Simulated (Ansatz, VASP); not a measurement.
## TePb: VASP beside Ansatz

```
CELL_PARAMETERS angstrom
0.00000 3.23553 3.23553
3.23553 0.00000 3.23553
3.23553 3.23553 0.00000
ATOMIC_POSITIONS crystal
Te 0.50000 0.50000 0.50000
Pb 0.00000 0.00000 0.00000
```

Alike in both runs: functional PBE; dispersion D3(BJ); k mesh 8 × 8 × 8; occupations gaussian, width 0.02 eV; no spin polarisation.

Ansatz relaxed the structure, and its values are those at the end. VASP's run is a single point on that final structure, the one shown.

|  | VASP | Ansatz |
| --- | --- | --- |
| version | VASP 6.6.1 | Ansatz 0.2.0 |
| potentials or method | VASP PAW PBE potentials, release 64 (Te, Pb_d) | scalar-relativistic, plane waves, PAW |
| plane-wave cutoff (eV) | 520 | 420 |
| valence electrons in the cell | 20 | 30 |

Ansatz gave:

```
gap on the k mesh at the Fermi level (eV) : 0.74
least direct gap on the mesh (eV)         : 0.74
pressure (GPa)                            : 0.0
```

Question: Which values does VASP return?

Answer: gap on the k mesh at the Fermi level (eV): 0.74; least direct gap on the mesh (eV): 0.74; pressure (GPa): -0.1.

The two sets of potentials don't hold the same shells in valence.

Caveats: spin-orbit coupling is left out, which as a rule narrows the gap of such compounds by several tenths of an eV. A k mesh can miss the band edges.
